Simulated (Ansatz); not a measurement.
`N#CCCO` + `OCCO` → `OCCOCCO` + `C#N`  (substitution at a C–C bond)

Isolated molecules relaxed with PBE0-D4/def2-TZVP in Ansatz; ΔE leaves out vibrations. CBS: MP2 limit from def2 TZ/QZ plus the TZ coupled-cluster correction, frozen cores. This one scheme is used for every species. Functionals use def2-TZVPP. One conformer a species, not always the lowest.

`N#CCCO`:

Cartesian coordinates in Å:
```
N 1.551 2.138 1.122
C 1.201 1.166 0.619
C 0.715 -0.048 -0.013
C -0.806 -0.025 -0.194
O -1.259 -1.176 -0.857
H 1.011 -0.903 0.603
H 1.195 -0.165 -0.988
H -1.292 0.109 0.779
H -1.083 0.825 -0.819
H -1.235 -1.920 -0.250
```

`OCCO`:

```xyz
10

O    -0.390   -0.933    1.370
C    -0.396    0.310    0.716
C     0.598    0.337   -0.422
O     0.335   -0.709   -1.344
H    -0.339   -1.602    0.678
H    -1.401    0.549    0.331
H    -0.140    1.074    1.456
H     1.603    0.147   -0.040
H     0.596    1.318   -0.914
H    -0.464   -0.491   -1.831
```

`OCCOCCO`:

```xyz
17

O     3.145   -1.290    0.528
C     1.842   -1.286   -0.008
C     1.105   -0.005    0.326
O    -0.182   -0.077   -0.225
C    -0.976    1.052    0.056
C    -2.356    0.778   -0.484
O    -2.945   -0.340    0.133
H     3.672   -0.639    0.059
H     1.843   -1.434   -1.095
H     1.319   -2.134    0.439
H     1.650    0.860   -0.086
H     1.060    0.123    1.417
H    -0.551    1.951   -0.415
H    -1.022    1.218    1.142
H    -2.297    0.645   -1.573
H    -3.003    1.635   -0.283
H    -2.305   -1.057    0.071
```

`C#N`:

Z-matrix (Å, degrees):
```
C
N 1 1.146
H 1 1.069 2 180.0
```

(1) Is it downhill or uphill in electronic energy at CCSD(T)/CBS, and by how much? (Best estimate.)

(2) What do these levels give: PBE-D4, r2SCAN-D4, ωB97M-V, PBE, SCS-MP2/def2-TZVPP, CCSD/def2-TZVPP, CCSD(T)/def2-TZVPP, HF/def2-QZVPP, MP2/def2-QZVPP, SCS-MP2/def2-QZVPP, HF/CBS(def2), MP2/CBS(def2)? (An estimate is asked.)

Largest T1 diagnostic among the species: 0.014.

## Answers

(1) The calculation gave: Uphill: ΔE = +0.63 eV.

(2) Ansatz gave: PBE-D4 0.72, r2SCAN-D4 0.69, ωB97M-V 0.64, PBE 0.75, SCS-MP2/def2-TZVPP 0.63, CCSD/def2-TZVPP 0.62, CCSD(T)/def2-TZVPP 0.62, HF/def2-QZVPP 0.62, MP2/def2-QZVPP 0.68, SCS-MP2/def2-QZVPP 0.64, HF/CBS(def2) 0.62, MP2/CBS(def2) 0.69 eV.

The D4 term adds −0.03 eV with B3LYP and −0.02 eV with PBE0; it sums over pairs of atoms, weighted by their polarisabilities, and B3LYP, whose exchange is more repulsive, gets the larger term.

B3LYP here is the variant with VWN-RPA as its local correlation; programs differ in this.
